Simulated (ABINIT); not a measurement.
**BeTe (F-43m): changed settings of a GW run in ABINIT**

Aim: change inputs of a GW run on BeTe (F-43m) and see what moves.

Method: PBE and many-body steps on it, plane waves, in ABINIT 10.8.3.

Most raw output is cut from this account.

## (1) Starting point

It takes space group F-43m (No. 216, cubic). The conventional cell has a = 5.663 Å, b = 5.663 Å, c = 5.663 Å, α = 90.00°, β = 90.00°, γ = 90.00°. Nearest to Be lie 4 Te at 2.45 Å. Nearest to Te lie 4 Be at 2.45 Å. Farther neighbours and most contacts between anions are not listed.

The cell and positions are those that the Materials Project relaxed with its own functionals (PBE, PBE+U or r2SCAN), kept fixed. Spin-orbit coupling is left out unless a step names it.

## (2) Screening, 4×4×4 mesh, 94 bands, screening to 163.3 eV

This step: ABINIT 10.8.3; RPA screening on PBE, plane waves, norm-conserving pseudopotentials.

The RPA dielectric matrix is built and inverted for each q.

Input file run.abi:

```
acell 3*1.0 Angstrom
rprim 
  -0.000000000000 2.831458787600 2.831458787600
  2.831458787600 0.000000000000 2.831458787600
  2.831458787600 2.831458787600 0.000000000000
ntypat 2
znucl 4 52
natom 2
typat 1 2
xred 
  0.000000000000 0.000000000000 0.000000000000
  0.750000000000 0.750000000000 0.750000000000
pp_dirpath "pseudos"
pseudos "Be.upf, Te.upf"
ecut 38
ngkpt 4 4 4
nshiftk 1
shiftk 0 0 0
kptopt 1
chksymbreak 0
istwfk *1
occopt 1
irdwfk 1
optdriver 3
nband 94
ecuteps 6
inclvkb 2
awtr 1
symchi 1
indata_prefix "in"
outdata_prefix "out"
tmpdata_prefix "tmp"
```

The run is started by

```console
OMP_NUM_THREADS=1 mpirun -n 8 abinit run.abi > log
```

The job ended after 9.7 s (8 MPI ranks of Arm Neoverse V2, shared host; peak memory 1.3 GiB).

Numbers from this step:

```yaml
eps_infinity_with_local_fields_on_this_mesh_along_the_program_s_q_direction: 8.974
the_same_without_local_fields: 10.25
plasma_frequency: 24.65 eV
plane_waves_in_the_screening_matrix: 181
```

Local fields lower ε∞ by 12 %. On a Γ-centred mesh this coarse the value itself is usually too large, while a short band sum pulls it down.

## (3) Base

The self-energy is evaluated for the states that the input lists, and the levels follow from it, in one-shot runs by the linearised quasiparticle equation.

This step: G0W0 on PBE, plane waves, norm-conserving pseudopotentials.

run.abi, as its differences from that of step 2:

```diff
@@ -23,8 +23,17 @@
 irdwfk 1
-optdriver 3
+optdriver 4
 nband 94
+gwcalctyp 0
+ecutsigx 38
+symsigma 1
+nkptgw 2
+kptgw 
+  0.0000000000 0.0000000000 0.0000000000
+  0.5000000000 0.5000000000 0.0000000000
+bdgw 
+  8 13
+  9 12
 ecuteps 6
-inclvkb 2
-awtr 1
-symchi 1
+irdscr 1
+ppmodel 1
 indata_prefix "in"
```

The job ended after 3.9 s (8 MPI ranks; peak memory 1.2 GiB; 31 s of CPU time).

This step gave:

* G0W0 gap on the points computed: 3.329 eV
* starting gap on the mesh: 2.028 eV
* k of the valence top: 0, 0, 0
* k of the conduction bottom: 0.5, 0.5, 0
* Z at the valence top: 0.801
* Z at the conduction bottom: 0.814
* least direct G0W0 gap on the computed points: 5.254 eV

The gap on the mesh goes from 2.03 eV to 3.33 eV, a correction of +1.30 eV.

## (4) Scissors in G

run.abi, as its differences from that of step 3:

```diff
@@ -38,2 +38,3 @@
 ppmodel 1
+mbpt_sciss 0.5 eV
 indata_prefix "in"
```

Wall time 3.9 s (8 MPI ranks); peak memory 1.2 GiB; 31 s of CPU time.

Numbers from this step:

| Property | Result |
| --- | --- |
| G0W0 gap on the points computed | 3.384 eV |
| starting gap on the mesh | 2.028 eV |
| k of the valence top | 0, 0, 0 |
| k of the conduction bottom | 0.5, 0.5, 0 |
| Z at the valence top | 0.802 |
| Z at the conduction bottom | 0.815 |
| least direct G0W0 gap on the computed points | 5.315 eV |

## (5) Broadening of the poles

run.abi, as its differences from that of step 4:

```diff
@@ -38,3 +38,3 @@
 ppmodel 1
-mbpt_sciss 0.5 eV
+zcut 0.5 eV
 indata_prefix "in"
```

Elapsed: 4 s, on 8 MPI ranks; peak memory 1.2 GiB; 31 s of CPU time.

Numbers from this step:

| Quantity | Value |
| --- | --- |
| G0W0 gap on the points computed | 3.329 eV |
| starting gap on the mesh | 2.028 eV |
| k of the valence top | 0, 0, 0 |
| k of the conduction bottom | 0.5, 0.5, 0 |
| least direct G0W0 gap on the computed points | 5.253 eV |

Against G0W0 in ABINIT (4×4×4 mesh, 94 bands, screening to 163.3 eV, Godby-Needs plasmon pole), the gap moves by +0.000 eV.

## (6) Fewer bands in the self-energy

run.abi, as its differences from that of step 5:

```diff
@@ -24,3 +24,3 @@
 optdriver 4
-nband 94
+nband 20
 gwcalctyp 0
@@ -38,3 +38,2 @@
 ppmodel 1
-zcut 0.5 eV
 indata_prefix "in"
```

Wall time 2.6 s (8 MPI ranks); peak memory 0.17 GiB; 20 s of CPU time.

Numbers from this step:

```
G0W0 gap on the points computed              : 3.061 eV
starting gap on the mesh                     : 2.028 eV
k of the valence top                         : 0, 0, 0
k of the conduction bottom                   : 0.5, 0.5, 0
Z at the valence top                         : 0.814
Z at the conduction bottom                   : 0.824
least direct G0W0 gap on the computed points : 5.203 eV
```

## (7) Smaller part of the screening matrix

run.abi, as its differences from that of step 6:

```diff
@@ -24,3 +24,3 @@
 optdriver 4
-nband 20
+nband 94
 gwcalctyp 0
@@ -35,3 +35,3 @@
   9 12
-ecuteps 6
+ecuteps 1.5
 irdscr 1
```

It took 2.3 s on 8 MPI ranks; peak memory 0.15 GiB; 18 s of CPU time.

Numbers from this step:

```
G0W0 gap on the points computed              : 3.065 eV
starting gap on the mesh                     : 2.028 eV
k of the valence top                         : 0, 0, 0
k of the conduction bottom                   : 0.5, 0.5, 0
Z at the valence top                         : 0.811
Z at the conduction bottom                   : 0.817
least direct G0W0 gap on the computed points : 5.116 eV
```

## (8) More bands than the file holds

run.abi, as its differences from that of step 7:

```diff
@@ -24,3 +24,3 @@
 optdriver 4
-nband 94
+nband 282
 gwcalctyp 0
@@ -35,3 +35,3 @@
   9 12
-ecuteps 1.5
+ecuteps 6
 irdscr 1
```

Elapsed: 1.6 s, on 8 MPI ranks; peak memory 0.06 GiB.

The run stopped with an error after 1.6 s.

The program's words: Number of bands stored WFK file is less than required. WFK mband: 102, self-energy nband: 282

The fault put into this input: more bands than the file holds.

## (9) Exchange cutoff of one hartree

run.abi, as its differences from that of step 8:

```diff
@@ -24,5 +24,5 @@
 optdriver 4
-nband 282
+nband 94
 gwcalctyp 0
-ecutsigx 38
+ecutsigx 1
 symsigma 1
```

The job ended after 2.1 s (8 MPI ranks; peak memory 0.11 GiB).

The run ended normally, though the input holds a fault or crude settings.

The fault put into this input: exchange cutoff of one hartree. It printed a gap of 1.73 eV, an artefact of the input.

## (10) Side by side

Times are wall times on 8 MPI ranks of Arm Neoverse V2, shared host, good to a factor of about two. A run's time includes the screening step that it read.

```
                                 run   mesh  bands  screening cutoff (eV)  DFT gap (eV)  gap on the mesh (eV)  direct (eV)  ε∞ used  time
                                base  4×4×4     94                  163.3         2.028                 3.329        5.254     8.97  14 s
                       scissors in G  4×4×4     94                  163.3         2.028                 3.384        5.315     8.97  14 s
             broadening of the poles  4×4×4     94                  163.3         2.028                 3.329        5.253     8.97  14 s
      fewer bands in the self-energy  4×4×4     20                  163.3         2.028                 3.061        5.203     8.97  12 s
smaller part of the screening matrix  4×4×4     94                   40.8         2.028                 3.065        5.116     8.97  12 s
```

## (11) Outcome

| Property | Result |
| --- | --- |
| base | 3.329 eV |
| scissors in G | 3.384 eV |
| broadening of the poles | 3.329 eV |
| fewer bands in the self-energy | 3.061 eV |
| smaller part of the screening matrix | 3.065 eV |
| known limits | not at the basis limit; exchange with frozen shells missing; no spin-orbit coupling; coarse k mesh |

In words: Scissors in G: +0.055 eV against base (keys changed: mbpt_sciss). Broadening of the poles: no change against base (keys changed: zcut). Fewer bands in the self-energy: −0.268 eV against base (keys changed: nband). Smaller part of the screening matrix: −0.264 eV against base (keys changed: ecuteps). Bands and cutoff are finite, so the gap is not at the basis limit. The miss can reach some tenths of an eV and take either sign; the mesh is an error of its own. In the G0W0 runs levels were corrected at 2 k points alone, so a gap called «on the mesh» is the least over those, and an edge elsewhere would be missed. The 4×4×4 mesh is coarse for this cell, which bears on the long-range parts of exchange and screening. The norm-conserving file of at least one element keeps a d shell over frozen s and p shells of the same row. Exchange with those shells is missing from the self-energy, an error of 0.3 to 0.9 eV in cases checked, whose sign depends on which edge lies on those atoms. The many-body steps are scalar-relativistic: spin-orbit coupling is not in them.

[Paths, hosts, dates, memory and timing lines, banners, echoed tables and standing remarks are left out of the program output.]

[Logs are printed without paths, hosts, clocks, repeated set-up lines and the standing remarks that a program may print on its own settings, such as how far it seeks lower states.]

[Runs of the session that timed out or met a known fault of the program may be left out.]

[Hosts, paths, dates, database ids (printed as entryN), source tags and the programs' standing remarks are cut or masked in the printed files.]

[G0W0 gaps are taken among the corrected bands and points alone; a level outside them can change the order at an edge.]

[Where Ansatz stands beside ABINIT at settings called matched, ABINIT's density can come from a denser mesh and the files from another edition; pairs whose starting gaps differed by over 0.03 eV were left out, so agreement reads better than it is.]
